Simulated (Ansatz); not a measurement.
Runs of Ansatz 0.2.0 on As. Symmetry: Pm-3m, No. 221, cubic system. The conventional cell has a = 2.704 Å, b = 2.704 Å, c = 2.704 Å, α = 90.00°, β = 90.00°, γ = 90.00°. As (site symmetry m-3m) is surrounded by 6 As at 2.70 Å. This isn't the form of As at room conditions, which is rhombohedral.

```csv
share of exact exchange,gap on the mesh (eV),pressure (GPa)
0.05,none,2.4
0.1,none,1.7
0.2,none,0.2
0.5,none,-4.9
0.15,none,0.9
0.4,none,(a)
0.3,none,-1.5
0.25,none,(b)
```

Alike in all rows: task single point; level HSE06 form with a typed share of exact exchange; potentials or basis Ansatz PAW; no spin polarisation; cell as given; k mesh 5 × 5 × 5; cutoff (eV) 420; smearing fermi-dirac 0.05 eV; the mesh is coarse, so values aren't converged.

Task: Fill in the values left out.

Result: (a) -3.3; (b) -0.6.

Caveats: all runs use coarse meshes; the PAW data sets come from PBE, with cores solved anew for the run's functional, which leaves a small shift of forces and pressure; the thresholds are loose for stress.

A k mesh can miss the band edges, and the runs leave out spin-orbit coupling on As.

A gap of «none» marks a metal or a gap under the smearing width.
